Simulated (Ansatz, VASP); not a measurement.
## Two plane-wave programs on TiO2

```xyz
6
Lattice="4.5941 0.0000 0.0000 0.0000 4.5941 0.0000 0.0000 0.0000 2.9589" Properties=species:S:1:pos:R:3 pbc="T T T"
Ti    0.0000    0.0000    0.0000
Ti    2.2971    2.2971    1.4794
O     1.4044    1.4044    0.0000
O     0.8926    3.7015    1.4794
O     3.1897    3.1897    0.0000
O     3.7015    0.8926    1.4794
```

Alike in both runs: task single point; functional PBEsol; k mesh 4 × 4 × 7; occupations fermi-dirac, width 0.1 eV; collinear spin; Hubbard terms Ti d U = 3.5 eV.

```csv
,VASP,Ansatz
version,VASP 6.6.1,Ansatz 0.2.0
potentials or method,"VASP PAW PBE potentials, release 64 (Ti_sv, O)","PAW, plane waves, scalar-relativistic"
plane-wave cutoff (eV),520,420
valence electrons in the cell,48,48
```

```csv
,VASP,Ansatz,Ansatz less VASP
pressure (GPa),5.5,1.4,-4.09
largest component of the traceless stress (GPa),2.04,1.35,-0.686
rms of the force components (eV/Å),0.127,0.057,-0.0699
net moment per atom (μB),0.00,0.00,0.000
```

The programs project onto different local orbitals, so the same U acts differently. Atom by atom the forces differ by 0.070 eV/Å (rms over components). Ansatz warned: «seeded_moment_not_kept».

Caveats: the PAW data sets were made with another functional, which shifts forces and pressure a little (VASP). A k mesh can miss the band edges. The state reached can hang on the start; a lower one may exist.
